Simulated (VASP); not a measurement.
# HfO2 (P4_2/nmc) in VASP: Born charges and dielectric tensor with LDA

Aim: the Born charges and dielectric tensor of HfO2 with LDA.

Everything below comes from runs of VASP 6.6.1. Logs are shortened: lines on timing, memory, paths and dates and some standing lists are left out, and cuts for length are marked.

## 1. The crystal as given

Symmetry: P4_2/nmc, No. 137, tetragonal system. The conventional cell has a = 3.524 Å, b = 3.524 Å, c = 5.071 Å, α = 90.00°, β = 90.00°, γ = 90.00°. Hf (site symmetry -4m2) has 8 O at 2.05 to 2.31 Å as nearest neighbours. O (site symmetry 2mm) has 4 Hf at 2.05 to 2.31 Å as nearest neighbours.

Measurements of this composition are mostly on another form, of space group No. 14.

## 2. Born charges and dielectric tensor, LDA

Input file INCAR:

```
ALGO     = Fast           # electronic algorithm
EDIFF    = 1E-8           # SCF threshold, eV
ENCUT    = 600            # plane-wave cutoff, eV
GGA      = CA             # functional
IBRION   = 8              # ionic algorithm
ISIF     = 2              # what is computed and relaxed
ISMEAR   = 0              # smearing method
LASPH    = True           # aspherical terms in the spheres
LCHARG   = False          # write CHGCAR
LEPSILON = True           # dielectric tensor by DFPT
LREAL    = False          # projectors in reciprocal space
LWAVE    = False          # write WAVECAR
NELM     = 60             # most SCF steps
NSW      = 1              # ionic steps
PREC     = Accurate       # precision mode
SIGMA    = 0.02           # smearing width, eV
```

Input file KPOINTS:

```
k-points
0
Gamma
  8 8 6
```

Input file POSCAR:

```
HfO2
1.0
    3.5236400000      0.0000000000      0.0000000000
    0.0000000000      3.5236400000      0.0000000000
    0.0000000000      0.0000000000      5.0713300000
Hf O
2 4
Direct
    0.5000000000      0.5000000000      0.5000000000
    0.0000000000      0.0000000000      0.0000000000
    0.0000000000      0.5000000000      0.7059300000
    0.5000000000      0.0000000000      0.7940700000
    0.5000000000      0.0000000000      0.2940700000
    0.0000000000      0.5000000000      0.2059300000
```

Potentials or basis: VASP PAW LDA potentials, release 64 (Hf_pv, O).

Run with:

```sh
$ cat potpaw_LDA.64/Hf_pv/POTCAR potpaw_LDA.64/O/POTCAR > POTCAR
$ mpirun -np 1 vasp_std > vasp.out
```

OUTCAR:

```text
EDIFF = 1E-8
   ENCUT = 600
   GGA = CA
   IBRION = 8
   ISIF = 2
   ISMEAR = 0
   LASPH = True
   LEPSILON = True
   LREAL = False
   NELM = 60
   NSW = 1
   PREC = Accurate

 ion  position               nearest neighbor table
   1  0.500  0.500  0.500-   3 2.05   5 2.05   5 2.05   3 2.05   4 2.31   4 2.31   6 2.31   6 2.31
                             2 3.55   2 3.55   2 3.55   2 3.55   2 3.55   2 3.55   2 3.55   2 3.55
   2  0.000  0.000  0.000-   4 2.05   6 2.05   6 2.05   4 2.05   3 2.31   5 2.31   3 2.31   5 2.31
                             1 3.55   1 3.55   1 3.55   1 3.55   1 3.55   1 3.55   1 3.55   1 3.55
   3  0.000  0.500  0.706-   1 2.05   1 2.05   2 2.31   2 2.31
   4  0.500  0.000  0.794-   2 2.05   2 2.05   1 2.31   1 2.31
   5  0.500  0.000  0.294-   1 2.05   1 2.05   2 2.31   2 2.31
   6  0.000  0.500  0.206-   2 2.05   2 2.05   1 2.31   1 2.31

  LATTYP: Found a simple tetragonal cell.
 ALAT       =     3.5236400000
 C/A-ratio  =     1.4392304549

  Lattice vectors:

 A1 = (   3.5236400000,   0.0000000000,   0.0000000000)
 A2 = (   0.0000000000,   3.5236400000,   0.0000000000)
 A3 = (   0.0000000000,   0.0000000000,   5.0713300000)

Analysis of symmetry for initial positions (statically):
=====================================================================
 Subroutine PRICEL returns:
 Original cell was already a primitive cell.

 Routine SETGRP: Setting up the symmetry group for a
[... 1038 lines left out ...]
  2X     0.583170    0.000000    0.000000  -10.813898    0.000000    0.000000    0.911043    0.000000    0.000000    9.779928    0.000000    0.000000   -1.779027    0.000000    0.000000    1.318783    0.000000    0.000000
  2Y     0.000000    0.583170    0.000000    0.000000  -10.813898    0.000000    0.000000   -1.779027    0.000000    0.000000    1.318783    0.000000    0.000000    0.911043    0.000000    0.000000    9.779928    0.000000
  2Z     0.000000    0.000000   16.077103    0.000000    0.000000  -26.777419    0.000000    0.000000   -1.001748    0.000000    0.000000    6.351906    0.000000    0.000000   -1.001748    0.000000    0.000000    6.351906
  3X     9.789575    0.000000    0.000000    0.917599    0.000000    0.000000  -19.761114    0.000000    0.000000    7.674134    0.000000    0.000000    0.337297    0.000000    0.000000    1.042509    0.000000    0.000000
  3Y     0.000000    1.326184    0.000000    0.000000   -1.773446    0.000000    0.000000   -7.097802    0.000000    0.000000    6.160100    0.000000    0.000000    0.340655    0.000000    0.000000    1.044309    0.000000
  3Z     0.000000    0.000000    6.354745    0.000000    0.000000   -0.997071    0.000000    0.000000  -14.897606    0.000000    0.000000   -1.514611    0.000000    0.000000    1.296815    0.000000    0.000000    9.757727
  4X     0.917599    0.000000    0.000000    9.789575    0.000000    0.000000    7.674134    0.000000    0.000000  -19.761114    0.000000    0.000000    1.042509    0.000000    0.000000    0.337297    0.000000    0.000000
  4Y     0.000000   -1.773446    0.000000    0.000000    1.326184    0.000000    0.000000    6.160100    0.000000    0.000000   -7.097802    0.000000    0.000000    1.044309    0.000000    0.000000    0.340655    0.000000
  4Z     0.000000    0.000000   -0.997071    0.000000    0.000000    6.354745    0.000000    0.000000   -1.514611    0.000000    0.000000  -14.897606    0.000000    0.000000    9.757727    0.000000    0.000000    1.296815
  5X     1.326184    0.000000    0.000000   -1.773446    0.000000    0.000000    0.340655    0.000000    0.000000    1.044309    0.000000    0.000000   -7.097802    0.000000    0.000000    6.160100    0.000000    0.000000
  5Y     0.000000    9.789575    0.000000    0.000000    0.917599    0.000000    0.000000    0.337297    0.000000    0.000000    1.042509    0.000000    0.000000  -19.761114    0.000000    0.000000    7.674134    0.000000
  5Z     0.000000    0.000000    6.354745    0.000000    0.000000   -0.997071    0.000000    0.000000    1.296815    0.000000    0.000000    9.757727    0.000000    0.000000  -14.897606    0.000000    0.000000   -1.514611
  6X    -1.773446    0.000000    0.000000    1.326184    0.000000    0.000000    1.044309    0.000000    0.000000    0.340655    0.000000    0.000000    6.160100    0.000000    0.000000   -7.097802    0.000000    0.000000
  6Y     0.000000    0.917599    0.000000    0.000000    9.789575    0.000000    0.000000    1.042509    0.000000    0.000000    0.337297    0.000000    0.000000    7.674134    0.000000    0.000000  -19.761114    0.000000
  6Z     0.000000    0.000000   -0.997071    0.000000    0.000000    6.354745    0.000000    0.000000    9.757727    0.000000    0.000000    1.296815    0.000000    0.000000   -1.514611    0.000000    0.000000  -14.897606

 Eigenvectors and eigenvalues of the dynamical matrix
 ----------------------------------------------------

   1 f  =   20.585829 THz   129.344578 2PiTHz  686.669342 cm-1    85.136110 meV
             X         Y         Z           dx          dy          dz
      1.761820  1.761820  2.535665    -0.071139    0.001749    0.000000
      0.000000  0.000000  0.000000     0.071139   -0.001749   -0.000000
      0.000000  1.761820  3.580004     0.702239   -0.000952   -0.000000
      1.761820  0.000000  4.026991    -0.702239    0.000952   -0.000000
      1.761820  0.000000  1.491326     0.038707   -0.017268    0.000000
      0.000000  1.761820  1.044339    -0.038707    0.017268    0.000000
[... 145 lines left out ...]
  18 f/i=    0.011975 THz     0.075244 2PiTHz    0.399458 cm-1     0.049526 meV
             X         Y         Z           dx          dy          dz
      1.761820  1.761820  2.535665     0.551556    0.347411   -0.000000
      0.000000  0.000000  0.000000     0.551556    0.347411   -0.000000
      0.000000  1.761820  3.580004     0.164825    0.102719   -0.000000
      1.761820  0.000000  4.026991     0.164825    0.102719   -0.000000
      1.761820  0.000000  1.491326     0.163079    0.103819   -0.000000
      0.000000  1.761820  1.044339     0.163079    0.103819   -0.000000

--------------------------------------------------------------------------------------------------------

 MACROSCOPIC STATIC DIELECTRIC TENSOR IONIC CONTRIBUTION
 ------------------------------------------------------
          54.153736     0.000000     0.000000
           0.000000    54.153736    -0.000000
           0.000000    -0.000000    13.117710
 ------------------------------------------------------

 ELASTIC MODULI CONTR FROM IONIC RELAXATION (kBar)
 Direction    XX          YY          ZZ          XY          YZ          ZX
 --------------------------------------------------------------------------------
 XX        -803.0364    332.4390   -565.9242      0.0000     -0.0000     -0.0000
 YY         332.4390   -803.0364   -565.9242      0.0000      0.0000      0.0000
 ZZ        -565.9242   -565.9242  -1361.1216      0.0000     -0.0000      0.0000
 XY           0.0000      0.0000      0.0000      0.0000      0.0000      0.0000
 YZ          -0.0000      0.0000     -0.0000      0.0000   -672.5913      0.0000
 ZX          -0.0000      0.0000      0.0000      0.0000      0.0000   -688.7301
 --------------------------------------------------------------------------------

 PIEZOELECTRIC TENSOR IONIC CONTR  for field in x, y, z        (C/m^2)
          XX          YY          ZZ          XY          YZ          ZX
  --------------------------------------------------------------------------------
  x     0.00000    -0.00000     0.00000     0.00000     0.00000    -0.00000
  y    -0.00000    -0.00000    -0.00000     0.00000    -0.00000     0.00000
  z     0.00000     0.00000     0.00000     0.00000     0.00000     0.00000
```

stdout:

```text
POSCAR found type information on POSCAR HfO
 POSCAR found :  2 types and       6 ions
 scaLAPACK will be used
 LDA part: xc-table for (Slater(with rela. corr.)+CA(PZ))
 , standard interpolation
 POSCAR, INCAR and KPOINTS ok, starting setup
 FFT: planning ... GRIDC
 FFT: planning ... GRID_SOFT
 FFT: planning ... GRID
[... 37 lines left out ...]
 first order change of Fermi-energy   0.10122E-02
 force on displaced ion       3 direction 1 : -19.761   0.000  -0.001
 Born effective charge ion    3 direction 1 :  -3.356   0.000   0.000
 Linear response progress:
 first order change of Fermi-energy   0.10341E-02
 force on displaced ion       3 direction 2 :   0.000  -7.098   0.003
 Born effective charge ion    3 direction 2 :   0.000  -2.176   0.000
 Linear response progress:
 first order change of Fermi-energy  -0.24207E-02
 force on displaced ion       3 direction 3 :   0.000   0.000 -14.898
 Born effective charge ion    3 direction 3 :   0.000   0.000  -2.472
 Born effective charges drift removed
 Linear response finished
```

It took 29 min on 1 thread of Intel Xeon Platinum 8488C (Sapphire Rapids), shared host; peak memory 0.66 GiB.

Results:

```yaml
Band_gap_on_the_k_mesh: 4.51 eV, indirect (least direct gap 4.64 eV)
Electronic_dielectric_tensor_diagonal: 5.32, 5.32, 4.88
Born_charges_mean_of_the_diagonal: Hf +5.34; O -2.67 e
Highest_phonon_frequency_at_Γ_LO-TO_splitting_left_out: 687 cm⁻¹
```

Phonon frequencies in cm⁻¹ (negative: imaginary):
```tsv
q point	frequencies
(0.000, 0.000, 0.000)	0 0 0 109 109 120 120 237 289 328 472 472 475 475 617 683 687 687
```

Electronic dielectric tensor:
```
5.32 0.00 0.00
0.00 5.32 0.00
0.00 0.00 4.88
```

Born effective charge tensors (e):
atom 1, Hf
```
5.53 0.00 0.00
0.00 5.53 0.00
0.00 0.00 4.94
```
atom 2, Hf
```
5.53 0.00 0.00
0.00 5.53 0.00
0.00 0.00 4.94
```
atom 3, O
```
-3.36  0.00  0.00
 0.00 -2.18  0.00
 0.00  0.00 -2.47
```
atom 4, O
```
-3.36  0.00  0.00
 0.00 -2.18  0.00
 0.00  0.00 -2.47
```
atom 5, O
```
-2.18  0.00  0.00
 0.00 -3.36  0.00
 0.00  0.00 -2.47
```
atom 6, O
```
-2.18  0.00  0.00
 0.00 -3.36  0.00
 0.00  0.00 -2.47
```

Caveat: spin-orbit coupling is left out, which moves the levels of the heavy elements.
